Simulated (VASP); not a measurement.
# C (Fd-3m) in VASP: a series of runs

One crystal, C, is run at these levels: LDA; tasks: dielectric tensor.

All numbers are computed with VASP 6.6.1; they aren't measurements. Logs are shortened: lines on timing, memory, paths and dates and some standing lists are left out, and cuts for length are marked.

## Step 1: Starting point

It takes space group Fd-3m (No. 227, cubic). Conventional cell: a = 3.567 Å, b = 3.567 Å, c = 3.567 Å, α = 90.00°, β = 90.00°, γ = 90.00°. C (site symmetry -43m) is surrounded by 4 C at 1.54 Å.

This isn't the form of C at room conditions, which is graphite.

## Step 2: Dielectric tensor, LDA

INCAR

```
PREC = Accurate
ENCUT = 520
EDIFF = 1E-8
ISMEAR = 0
SIGMA = 0.01
LREAL = False
LASPH = True
NELM = 100
ALGO = Normal
ISIF = 2
LWAVE = False
LCHARG = False
GGA = CA
LEPSILON = True
```

KPOINTS

```
Automatic mesh
0
Gamma
  10 10 10
```

POSCAR

```
C
1.0
    0.0000000000      1.7833700000      1.7833700000
    1.7833700000      0.0000000000      1.7833700000
    1.7833700000      1.7833700000      0.0000000000
C
2
Direct
    0.7500000000      0.7500000000      0.7500000000
    0.5000000000      0.5000000000      0.5000000000
```

Potentials or basis: VASP PAW LDA potentials, release 64 (C).

The run is started by

```
cat potpaw_LDA.64/C/POTCAR > POTCAR
mpirun -np 1 vasp_std > vasp.out
```

OUTCAR:

```text
PREC = Accurate
   ENCUT = 520
   EDIFF = 1E-8
   ISMEAR = 0
   LREAL = False
   LASPH = True
   NELM = 100
   ISIF = 2
   GGA = CA
   LEPSILON = True

 Found     47 irreducible k-points:

 Following reciprocal coordinates:
            Coordinates               Weight
  0.000000  0.000000  0.000000      1.000000
  0.100000  0.000000  0.000000      8.000000
  0.200000  0.000000  0.000000      8.000000
  0.300000  0.000000  0.000000      8.000000
  0.400000  0.000000  0.000000      8.000000
  0.500000  0.000000  0.000000      4.000000
   k-points           NKPTS =     47   k-points in BZ     NKDIM =     47   number of bands    NBANDS=      8
   number of dos      NEDOS =    301   number of ions     NIONS =      2
   total plane-waves  NPLWV =   8000
   dimension x,y,z NGX =    20 NGY =   20 NGZ =   20
   dimension x,y,z NGXF=    40 NGYF=   40 NGZF=   40
   ions per type =               2
   NGX,Y,Z   is equivalent  to a cutoff of  13.18, 13.18, 13.18 a.u.
   NGXF,Y,Z  is equivalent  to a cutoff of  26.37, 26.37, 26.37 a.u.
 SYSTEM =  unknown system
   PREC   = accura    normal or accurate (medium, high low for compatibility)
   ISTART =      0    job   : 0-new  1-cont  2-samecut
   ICHARG =      2    charge: 1-file 2-atom 10-const
   ISPIN  =      1    spin polarized calculation?
   LNONCOLLINEAR =      F non collinear calculations
   LSORBIT =      F    spin-orbit coupling
   LASPH  =      T    aspherical Exc in radial PAW
   ENCUT  =  520.0 eV  38.22 Ry    6.18 a.u.   4.69  4.69  4.69*2*pi/ulx,y,z
   NELM   =    100;   NELMIN=  2; NELMDL= -5     # of ELM steps
   EDIFF  = 0.1E-07   stopping-criterion for ELM
   LREAL  =      F    real-space projection
   EDIFFG = 0.1E-06   stopping-criterion for IOM
   NSW    =      0    number of steps for IOM
   IBRION =     -1    ionic relax: 0-MD 1-quasi-New 2-CG
   NFREE  =      0    steps in history (QN), initial steepest desc. (CG)
   ISIF   =      2    stress and relaxation
   ISYM   =      2    0-nonsym 1-usesym 2-fastsym
   POTIM  = 0.5000    time-step for ionic-motion
   TEBEG  =    0.0;   TEEND  =   0.0 temperature during run
   PSTRESS=    0.0 pullay stress
   NELECT =       8.0000    total number of electrons
   NUPDOWN=      -1.0000    fix difference up-down
   EMIN   =  10.00;   EMAX   =-10.00  energy-range for DOS
   EFERMI =   0.00;   METHOD = LEGACY
   ISMEAR =     0;   SIGMA  =   0.01  broadening in eV -4-tet -1-fermi 0-gaus
   EFERMI_NEDOS =   21; number of points for ismear=-14 and -15
   IALGO  =     38    algorithm
   IMIX   =      4    mixing-type and parameters
     AMIX     =   0.40;   BMIX     =  1.00
     AMIX_MAG =   1.60;   BMIX_MAG =  1.00
  volume/ion in A,a.u.               =       5.67        38.28
  Fermi-wavevector in a.u.,A,eV,Ry     =   1.457203  2.753714 28.891161  2.123440
[... 115 lines left out ...]
 -----------------------------------------------------------------------------------
    total drift:                                0.000000     -0.000000      0.000000

  FREE ENERGIE OF THE ION-ELECTRON SYSTEM (eV)
  ---------------------------------------------------
  free  energy   TOTEN  =       -20.2351591237 eV

  energy  without entropy=      -20.2351591237  energy(sigma->0) =      -20.23515912

 HEAD OF MICROSCOPIC STATIC DIELECTRIC TENSOR (INDEPENDENT PARTICLE, excluding Hartree and local field effects)
 ------------------------------------------------------
           5.994551     0.000000     0.000000
           0.000000     5.994551     0.000000
           0.000000     0.000000     5.994551
 ------------------------------------------------------

 Free energy of the ion-electron system (eV)
  ---------------------------------------------------
  ---------------------------------------------------
  free energy    TOTEN  =        -0.15985084 eV

  energy without entropy =       -0.15985084

------------------------ aborting loop because EDIFF is reached ----------------------------------------

--------------------------------------- Ionic step        2  -------------------------------------------

------------------------ aborting loop because EDIFF is reached ----------------------------------------

--------------------------------------- Ionic step        3  -------------------------------------------

 Free energy of the ion-electron system (eV)
  ---------------------------------------------------
  ---------------------------------------------------
  free energy    TOTEN  =        -0.15985083 eV

  energy without entropy =       -0.15985083

------------------------ aborting loop because EDIFF is reached ----------------------------------------

 PIEZOELECTRIC TENSOR FIELD DIRECTION 3  (e Angst)
 -----------------------------------------------------------------------------
    -0.00002  0.00000  0.00000           ( -0.00000  0.00000  0.00000)
     0.00000 -0.00002  0.00000           (  0.00000 -0.00000  0.00000)
     0.00000  0.00000 -0.00040           (  0.00000  0.00000 -0.00001)

 PIEZOELECTRIC TENSOR FIELD DIRECTION 3  (C/m^2)
 -----------------------------------------------------------------------------
    -0.00003  0.00000  0.00000
     0.00000 -0.00003  0.00000
     0.00000  0.00000 -0.00056

 MACROSCOPIC STATIC DIELECTRIC TENSOR (including local field effects in DFT)
 ------------------------------------------------------
           5.814480    -0.000000    -0.000000
          -0.000000     5.814480    -0.000000
           0.000000    -0.000000     5.814480
 ------------------------------------------------------

 PIEZOELECTRIC TENSOR (including local field effects)  for field in x, y, z        (e  Angst)
          XX          YY          ZZ          XY          YZ          ZX
  --------------------------------------------------------------------------------
  x     0.00000    -0.00000    -0.00000     0.00000    -0.00000     0.00000
  y     0.00000    -0.00000    -0.00000     0.00000     0.00000     0.00000
  z     0.00000     0.00000     0.00000     0.00000     0.00000     0.00000

 PIEZOELECTRIC TENSOR (including local field effects)  for field in x, y, z        (C/m^2)
          XX          YY          ZZ          XY          YZ          ZX
  --------------------------------------------------------------------------------
  x     0.00000    -0.00000    -0.00000     0.00000    -0.00000     0.00000
  y     0.00000    -0.00000    -0.00000     0.00000     0.00000     0.00000
  z     0.00000     0.00000     0.00000     0.00000     0.00000     0.00000

 BORN EFFECTIVE CHARGES (including local field effects) (in |e|, cummulative output)
 ---------------------------------------------------------------------------------
 ion    1
    1     0.00000     0.00000     0.00000
    2    -0.00000     0.00000    -0.00000
    3     0.00000     0.00000     0.00000
 ion    2
    1    -0.00000    -0.00000    -0.00000
    2     0.00000    -0.00000     0.00000
    3    -0.00000    -0.00000    -0.00000
```

OSZICAR:

```text
N       E                     dE             d eps       ncg     rms          rms(c)
DAV:   1     0.535651748925E+00    0.53565E+00   -0.50673E+03   776   0.963E+02
DAV:   2    -0.209116491163E+02   -0.21447E+02   -0.21228E+02  1232   0.124E+02
DAV:   3    -0.210370188485E+02   -0.12537E+00   -0.12537E+00   808   0.124E+01
[... 14 lines left out ...]
RMM:   3    -0.154214494289E+00    0.23259E-02   -0.86366E-04  2543   0.272E-01    0.415E-01
RMM:   4    -0.159433365519E+00   -0.52189E-02   -0.12599E-03  2559   0.333E-01    0.321E-02
RMM:   5    -0.159829750032E+00   -0.39638E-03   -0.14460E-05  2602   0.355E-02    0.296E-03
RMM:   6    -0.159847429560E+00   -0.17680E-04   -0.96497E-08  2682   0.302E-03    0.149E-03
RMM:   7    -0.159849932297E+00   -0.25027E-05   -0.92529E-09  2694   0.104E-03    0.160E-04
RMM:   8    -0.159850924898E+00   -0.99260E-06   -0.29508E-10  2276   0.157E-04    0.302E-05
RMM:   9    -0.159850834247E+00    0.90651E-07    0.00000E+00  1285   0.313E-05    0.403E-06
```

It took 26 s on 1 thread of Intel Xeon Platinum 8559C (Emerald Rapids), shared host; peak memory 0.12 GiB.

These settings aren't checked as converged: the numbers below hold their error.

Results:

```
Band gap on the k mesh                  : 4.13 eV, indirect (least direct gap 5.54 eV)
Electronic dielectric tensor (diagonal) : 5.81
Born charges (mean of the diagonal)     : C +0.00 e
```

## Step 3: Dielectric tensor, LDA

INCAR

```
SYSTEM = C
  ALGO = Normal
  EDIFF = 1E-8
  ENCUT = 520
  ISIF = 2
  ISMEAR = 0
  LASPH = .TRUE.
  LCHARG = .FALSE.
  LEPSILON = .TRUE.
  LREAL = .FALSE.
  LWAVE = .FALSE.
  NELM = 100
  PREC = Accurate
  SIGMA = 0.01
```

KPOINTS

```
k-points
0
G
  12 12 12
  0 0 0
```

POSCAR is that of step 2.

Potentials or basis: VASP PAW LDA potentials, release 64 (C).

The run is started by

```
cat potpaw_LDA.64/C/POTCAR > POTCAR
mpirun -np 1 vasp_std > vasp.out
```

OUTCAR:

```text
SYSTEM = C
   EDIFF = 1E-8
   ENCUT = 520
   ISIF = 2
   ISMEAR = 0
   LASPH = .TRUE.
   LEPSILON = .TRUE.
   LREAL = .FALSE.
   NELM = 100
   PREC = Accurate

 Found     72 irreducible k-points:

 Following reciprocal coordinates:
            Coordinates               Weight
  0.000000  0.000000  0.000000      1.000000
  0.083333  0.000000  0.000000      8.000000
  0.166667  0.000000  0.000000      8.000000
  0.250000  0.000000  0.000000      8.000000
  0.333333  0.000000  0.000000      8.000000
  0.416667  0.000000  0.000000      8.000000
   k-points           NKPTS =     72   k-points in BZ     NKDIM =     72   number of bands    NBANDS=      8
   number of dos      NEDOS =    301   number of ions     NIONS =      2
   total plane-waves  NPLWV =   8000
   dimension x,y,z NGX =    20 NGY =   20 NGZ =   20
   dimension x,y,z NGXF=    40 NGYF=   40 NGZF=   40
   ions per type =               2
   NGX,Y,Z   is equivalent  to a cutoff of  13.18, 13.18, 13.18 a.u.
   NGXF,Y,Z  is equivalent  to a cutoff of  26.37, 26.37, 26.37 a.u.
 SYSTEM =  C
   PREC   = accura    normal or accurate (medium, high low for compatibility)
   ISTART =      0    job   : 0-new  1-cont  2-samecut
   ICHARG =      2    charge: 1-file 2-atom 10-const
   ISPIN  =      1    spin polarized calculation?
   LNONCOLLINEAR =      F non collinear calculations
   LSORBIT =      F    spin-orbit coupling
   LASPH  =      T    aspherical Exc in radial PAW
   ENCUT  =  520.0 eV  38.22 Ry    6.18 a.u.   4.69  4.69  4.69*2*pi/ulx,y,z
   NELM   =    100;   NELMIN=  2; NELMDL= -5     # of ELM steps
   EDIFF  = 0.1E-07   stopping-criterion for ELM
   LREAL  =      F    real-space projection
   EDIFFG = 0.1E-06   stopping-criterion for IOM
   NSW    =      0    number of steps for IOM
   IBRION =     -1    ionic relax: 0-MD 1-quasi-New 2-CG
   NFREE  =      0    steps in history (QN), initial steepest desc. (CG)
   ISIF   =      2    stress and relaxation
   ISYM   =      2    0-nonsym 1-usesym 2-fastsym
   POTIM  = 0.5000    time-step for ionic-motion
   TEBEG  =    0.0;   TEEND  =   0.0 temperature during run
   PSTRESS=    0.0 pullay stress
[... 139 lines left out ...]
           0.000000     5.985866     0.000000
          -0.000000     0.000000     5.985866
 ------------------------------------------------------

 Free energy of the ion-electron system (eV)
  ---------------------------------------------------
  ---------------------------------------------------
  free energy    TOTEN  =        -0.15957580 eV

  energy without entropy =       -0.15957580

------------------------ aborting loop because EDIFF is reached ----------------------------------------

--------------------------------------- Ionic step        2  -------------------------------------------

------------------------ aborting loop because EDIFF is reached ----------------------------------------

--------------------------------------- Ionic step        3  -------------------------------------------

 Free energy of the ion-electron system (eV)
  ---------------------------------------------------
  ---------------------------------------------------
  free energy    TOTEN  =        -0.15957579 eV

  energy without entropy =       -0.15957579

------------------------ aborting loop because EDIFF is reached ----------------------------------------

 PIEZOELECTRIC TENSOR FIELD DIRECTION 3  (e Angst)
 -----------------------------------------------------------------------------
    -0.00010  0.00000  0.00000           ( -0.00000  0.00000  0.00000)
    -0.00000 -0.00010  0.00000           (  0.00000 -0.00000  0.00000)
     0.00000  0.00000 -0.00024           (  0.00000  0.00000 -0.00001)

 PIEZOELECTRIC TENSOR FIELD DIRECTION 3  (C/m^2)
 -----------------------------------------------------------------------------
    -0.00014  0.00000  0.00000
    -0.00000 -0.00014  0.00000
     0.00000  0.00000 -0.00034

 MACROSCOPIC STATIC DIELECTRIC TENSOR (including local field effects in DFT)
 ------------------------------------------------------
           5.805895    -0.000000     0.000000
           0.000000     5.805895     0.000000
          -0.000000    -0.000000     5.805895
 ------------------------------------------------------

 PIEZOELECTRIC TENSOR (including local field effects)  for field in x, y, z        (e  Angst)
          XX          YY          ZZ          XY          YZ          ZX
  --------------------------------------------------------------------------------
  x     0.00000     0.00000     0.00000     0.00000    -0.00000     0.00000
  y    -0.00000     0.00000     0.00000     0.00000     0.00000     0.00000
  z     0.00000     0.00000     0.00000    -0.00000     0.00000     0.00000

 PIEZOELECTRIC TENSOR (including local field effects)  for field in x, y, z        (C/m^2)
          XX          YY          ZZ          XY          YZ          ZX
  --------------------------------------------------------------------------------
  x     0.00000     0.00000     0.00000     0.00000    -0.00000     0.00000
  y    -0.00000     0.00000     0.00000     0.00000     0.00000     0.00000
  z     0.00000     0.00000     0.00000    -0.00000     0.00000     0.00000

 BORN EFFECTIVE CHARGES (including local field effects) (in |e|, cummulative output)
 ---------------------------------------------------------------------------------
 ion    1
    1    -0.00000     0.00000     0.00000
    2     0.00000    -0.00000    -0.00000
    3    -0.00000     0.00000    -0.00000
 ion    2
    1     0.00000     0.00000     0.00000
    2    -0.00000     0.00000     0.00000
    3     0.00000    -0.00000     0.00000
```

OSZICAR:

```text
N       E                     dE             d eps       ncg     rms          rms(c)
DAV:   1    -0.375163062243E+01   -0.37516E+01   -0.50548E+03  1256   0.952E+02
DAV:   2    -0.209301558814E+02   -0.17179E+02   -0.16599E+02  1888   0.109E+02
DAV:   3    -0.210370472449E+02   -0.10689E+00   -0.10689E+00  1184   0.105E+01
[... 15 lines left out ...]
RMM:   4    -0.159158113374E+00   -0.52147E-02   -0.12586E-03  4081   0.332E-01    0.321E-02
RMM:   5    -0.159555126043E+00   -0.39701E-03   -0.14479E-05  4154   0.355E-02    0.296E-03
RMM:   6    -0.159572343770E+00   -0.17218E-04   -0.96187E-08  4310   0.302E-03    0.149E-03
RMM:   7    -0.159574889210E+00   -0.25454E-05   -0.92556E-09  4306   0.104E-03    0.160E-04
RMM:   8    -0.159575883094E+00   -0.99388E-06   -0.32172E-10  3687   0.157E-04    0.302E-05
RMM:   9    -0.159575792476E+00    0.90618E-07    0.00000E+00  2080   0.312E-05    0.401E-06
```

stdout:

```text
POSCAR found type information on POSCAR C
 POSCAR found :  1 types and       2 ions
 scaLAPACK will be used
 LDA part: xc-table for (Slater(with rela. corr.)+CA(PZ))
 , standard interpolation
 POSCAR, INCAR and KPOINTS ok, starting setup
 FFT: planning ... GRIDC
 FFT: planning ... GRID_SOFT
 FFT: planning ... GRID
 WAVECAR not read
 entering main loop
 Linear response reoptimize wavefunctions to high precision
 Linear response G [H, r] |phi>, progress :
  Direction:   1
 Linear response G [H, r] |phi>, progress :
  Direction:   2
 Linear response G [H, r] |phi>, progress :
  Direction:   3
 Linear response to external field (no local field effect), progress :
  Direction:   1
 dielectric tensor                  component  1 :     7.013     2.687     0.773
 Linear response to external field (no local field effect), progress :
  Direction:   2
 dielectric tensor                  component  2 :     2.687     6.921    -1.008
 Linear response to external field (no local field effect), progress :
  Direction:   3
 dielectric tensor                  component  3 :     0.773    -1.008     4.023
 Linear response to external field, progress :
  Direction:   1
 dielectric tensor                  component  1 :     5.806     1.559     0.526
 Linear response to external field, progress :
  Direction:   2
 dielectric tensor                  component  2 :     1.282     5.806    -0.029
 Linear response to external field, progress :
  Direction:   3
 dielectric tensor                  component  3 :     0.206     0.993     5.806
 Born effective charges drift removed
```

It took 38 s on 1 thread of Intel Xeon Platinum 8559C (Emerald Rapids), shared host; peak memory 0.14 GiB.

The run converged, but some of its settings lie outside the range that counts as converged, so its numbers aren't taken as properties of the crystal.

What came out:

```
Band gap on the k mesh                  : 4.12 eV, indirect (least direct gap 5.54 eV)
Electronic dielectric tensor (diagonal) : 5.81
Born charges (mean of the diagonal)     : C +0.00 e
```

[end of part 1 of 2]
